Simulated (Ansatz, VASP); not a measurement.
# Hg: VASP beside Ansatz

```
Hg
1.0
     2.94312    0.00000    0.00000
     0.00000    2.94312    0.00000
     0.00000    0.00000    2.94312
Hg
1
Direct
  0.00000 0.00000 0.00000
```

Alike in both runs: task relaxation of cell and atoms; functional PBEsol; k mesh 18 × 18 × 18; occupations gaussian, width 0.1 eV; no spin polarisation.

|  | VASP | Ansatz |
| --- | --- | --- |
| version | VASP 6.6.1 | Ansatz 0.2.0 |
| potentials or method | VASP PAW PBE potentials, release 64 (Hg) | scalar-relativistic, plane waves, PAW |
| plane-wave cutoff (eV) | 600 | 420 |
| valence electrons in the cell | 12 | 20 |

VASP gave:

```
gap on the k mesh at the Fermi level, each at its own relaxed structure (eV) : none
relaxed volume (Å³/atom)                                                     : 25.87
relaxed cell length with the largest relative difference (Å)                 : 2.957
```

Estimate Ansatz's values.

gap on the k mesh at the Fermi level, each at its own relaxed structure (eV): none; relaxed volume (Å³/atom): 25.58; relaxed cell length with the largest relative difference (Å): 2.947.

A gap of «none» marks a metal or a gap that the smearing closes. The two sets of potentials don't hold the same shells in valence.

Caveats: the PAW data sets were made with another functional, which shifts forces and pressure a little (VASP). The runs have no spin-orbit coupling, so splittings on Hg are missing.
